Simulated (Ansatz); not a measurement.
TiO2:

```xyz
9
Lattice="2.9683 0.0000 0.0000 0.0002 4.7076 0.0000 1.4836 0.2424 7.0835" Properties=species:S:1:pos:R:3 pbc="T T T"
Ti    0.0111    0.0020    0.0050
Ti    1.4933    2.3377    2.2452
Ti    2.9797    2.6161    4.8486
O     1.4969    0.9041    0.9105
O     2.9795    1.5111    3.2009
O     1.4967    1.6498    5.7110
O     2.9804    3.3042    1.3825
O     1.4963    3.4427    3.8925
O     2.9811    4.0496    6.1826
```

The cell comes from a database or a generator and needn't be the stable form of this composition.

Base run:

- Program: Ansatz 0.2.0
- Functional: r2SCAN
- Potentials or basis: Ansatz PAW
- Cutoff: 500 eV
- Density cutoff: 2000 eV
- k mesh: 9 × 6 × 4
- Occupations: fermi-dirac, width 0.05 eV
- Spin: no spin polarisation

Its results: band gap on the k mesh 2.62 eV, indirect (least direct gap 2.68 eV); pressure -1.2 GPa; largest force 0.144 eV/Å.

The run is repeated on the same cell with these changes: functional from r2SCAN to PBEsol; cutoff from 500 eV to 420 eV; density cutoff from 2000 eV to 1680 eV. What comes out?

Band gap on the k mesh 2.24 eV, indirect (least direct gap 2.30 eV); pressure -2.8 GPa; largest force 0.187 eV/Å.

r2SCAN gives the wider gap, since meta-GGAs in the generalised Kohn-Sham scheme recover part of the derivative discontinuity.

Caveats: the PAW data sets come from PBE, with cores solved anew for the run's functional, which leaves a small shift of forces and pressure.

Not every run made on this cell is shown here.
